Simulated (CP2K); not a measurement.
Runs of CP2K 2026.2 on WS2. The structure is trigonal, space group R3m (No. 160). The conventional cell has a = 3.158 Å, b = 3.158 Å, c = 18.490 Å, α = 90.00°, β = 90.00°, γ = 120.00°. W (site symmetry 3m) is surrounded by 6 S at 2.39 to 2.42 Å. S (site symmetry 3m) is surrounded by 3 W at 2.42 Å. S (site symmetry 3m) has 3 W at 2.39 Å as nearest neighbours. Measurements of this composition are mostly on another form, of space group No. 194.

```tsv
potentials or basis	gap on the mesh (eV)	pressure (GPa)	largest force (eV/Å)
POTENTIAL_UZH W GTH-SCAN-q14, S GTH-SCAN-q6; DZVP-MOLOPT-SR-GTH basis	1.12	2.0	0.60
GTH_POTENTIALS W GTH-BLYP-q14, S GTH-BLYP-q6; DZVP-MOLOPT-SR-GTH basis	1.11	(b)	0.79
GTH_POTENTIALS W GTH-PADE-q14, S GTH-PADE-q6; DZVP-MOLOPT-SR-GTH basis	(c)	(a)	0.54
POTENTIAL_UZH W GTH-PBE0-q14, S GTH-PBE0-q6; DZVP-MOLOPT-SR-GTH basis	1.10	3.5	0.61
GTH_POTENTIALS W GTH-PBE-q14, S GTH-PBE-q6; DZVP-MOLOPT-SR-GTH basis	1.10	3.4	0.61
```

Alike in all rows: task single point; level PBE; no spin polarisation; cell as given; k mesh 10 × 10 × 10; smearing fermi-dirac 0.05 eV.

Q: Fill in the values left out.

A: (a) -4.1; (b) 5.0; (c) 1.15.

Caveats: spin-orbit coupling is left out, which moves the levels of the heavy elements; the basis of atomic orbitals isn't converged, which shifts pressures, moduli and gaps; the potentials were made for another functional, which shifts forces and pressure (some runs).

A k mesh can miss the band edges, and the runs leave out spin-orbit coupling on W.
